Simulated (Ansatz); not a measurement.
This run works on a generated trial structure, not on a known crystal.

Input and command of a plane-wave DFT calculation in Ansatz:

```yaml
crystal:
  lattice:
    - [8.7160643933, 0.0, 0.0]
    - [-4.3580321966, 7.5483331856, 0.0]
    - [0.0, 0.0, 3.2916957559]
  atoms:
    - { symbol: B, position: [0.5333654805, 0.066730961, 0.0] }
    - { symbol: B, position: [0.933269039, 0.4666345195, 0.0] }
    - { symbol: B, position: [0.5333654805, 0.4666345195, 0.0] }
    - { symbol: B, position: [0.3333333333, 0.6666666667, 0.5] }
    - { symbol: As, position: [0.4655333973, 0.9310667946, 0.5] }
    - { symbol: As, position: [0.0689332054, 0.5344666027, 0.5] }
    - { symbol: As, position: [0.4655333973, 0.5344666027, 0.5] }
    - { symbol: As, position: [0.6666666667, 0.3333333333, 0.0] }
basis:
  ecutwfc: 420
kpoints:
  mp_grid: { grid: [6, 6, 12] }
hamiltonian:
  xc: pbe
scf:
  occupations: { method: gaussian, width: 0.1 }
output:
  forces: true
  stress: true
  eigenvalues: true
relax:
  adjacent_minimum: "off"
  f_tol: 0.01
  max_steps: 80
  cell: { stress_tol: 0.05 }
```

```bash
ansatz run input.yaml --threads 1 --pin off --max-ram 2560MiB --backend cpu --events-out ev --progress --plain --runs-dir out
```

Processor: Intel(R) Xeon(R) Processor @ 2.50GHz (Skylake/Cascade Lake), 1 thread, on a host shared with other jobs.

Problem. How long does it run, and how much memory does it take?

Solution. About 5.8 min, peak memory 0.66 GiB. It solves 44 bands at 49 k points (after reduction by symmetry) with about 4241 plane waves (on the last cell), in 29 SCF iterations over 5 ionic steps.
